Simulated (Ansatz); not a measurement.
**Ag under changes of volume**

One of the cells (18.154 Å³/atom); the others are scaled copies at fixed shape and fractional positions:

```
Ag
1.0
    -1.65565    1.65565    1.65565
     1.65565   -1.65565    1.65565
     1.65565    1.65565   -1.65565
Ag
1
Direct
  0.00000 0.00000 0.00000
```

This isn't the form of Ag at room conditions, which is fcc.

- Program: Ansatz 0.2.0
- Functional: LDA
- Potentials or basis: Ansatz PAW
- Cutoff: 420 eV (not typed: the program's choice for these potentials)
- k mesh: 11 × 11 × 11
- Occupations: fermi-dirac, width 0.05 eV
- Spin: no spin polarisation

```tsv
volume (Å³/atom)	energy over the lowest point (meV/atom)	pressure (GPa)
17.065	0.00	-6.5
17.428	16.85	-8.4
17.791	37.77	-10.1
18.154	62.19	-11.5
18.517	?	?
18.880	119.52	-13.7
19.243	151.59	-14.6
```

Problem. What does the run at 18.517 Å³/atom give?

Solution. Energy over the lowest point 89.59 meV/atom; pressure -12.7 GPa.

Worked out: A Birch-Murnaghan fit of order 3 (a polynomial in V^(-2/3)) to the other rows has no minimum within the range. It gives 89.59 meV/atom at 18.517 Å³/atom, against the run's 89.59, and -dE/dV = -12.7 GPa, against -12.7.

Energies are extrapolated to zero smearing.

Caveats: the PAW data sets come from PBE, with cores solved anew for the run's functional, which leaves a small shift of forces and pressure.
